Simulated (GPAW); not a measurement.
Crystal: CdSe.

```
CELL_PARAMETERS angstrom
0.00000 3.07027 3.07027
3.07027 0.00000 3.07027
3.07027 3.07027 0.00000
ATOMIC_POSITIONS crystal
Cd 0.00000 0.00000 0.00000
Se 0.25000 0.25000 0.25000
```

Measurements of this composition are mostly on another form, of space group No. 186.

* Program: GPAW 26.7.0
* Task: relaxation of cell and atoms
* Functional: LDA
* Potentials or basis: the program's PAW data sets (release 1.2.1) made for this functional
* Cutoff: 600 eV
* Basis: pw
* k mesh: 8 × 8 × 8
* Occupations: fermi-dirac, width 0.05 eV
* Spin: no spin polarisation

At the start: pressure -3.4 GPa; volume 28.94 Å³/atom.

How do energy, volume and symmetry change on relaxing?

Over 9 steps the energy falls by 21.8 meV/atom and the volume is 26.89 Å³/atom (-7.1 %); space group F-43m (No. 216, to 0.05 Å).

The path:
| step | energy change (eV) | largest force (eV/Å) | pressure (GPa) | volume (Å³) |
| --- | --- | --- | --- | --- |
| 1 | 0.0000 | 0.0000 | -3.43 | 57.88 |
| 2 | -0.0108 | 0.0000 | -3.03 | 57.35 |
| 3 | -0.0271 | 0.0000 | -2.24 | 56.36 |
| 4 | -0.0405 | 0.0000 | -1.06 | 55.06 |
| 5 | -0.0433 | 0.0000 | 0.43 | 53.64 |
| 6 | -0.0434 | 0.0000 | 0.41 | 53.66 |
| 7 | -0.0434 | 0.0000 | 0.38 | 53.68 |
| 8 | -0.0435 | 0.0000 | 0.33 | 53.72 |
| 9 | -0.0436 | 0.0000 | 0.28 | 53.78 |

Final structure:
```yaml
crystal:
  lattice:
    - [0.00000, 2.99588, 2.99588]
    - [2.99588, 0.00000, 2.99588]
    - [2.99588, 2.99588, 0.00000]
  atoms:
    - { symbol: Cd, position: [0.00000, 0.00000, 0.00000] }
    - { symbol: Se, position: [0.25000, 0.25000, 0.25000] }
```

Caveat: later steps reuse the first step's grids.
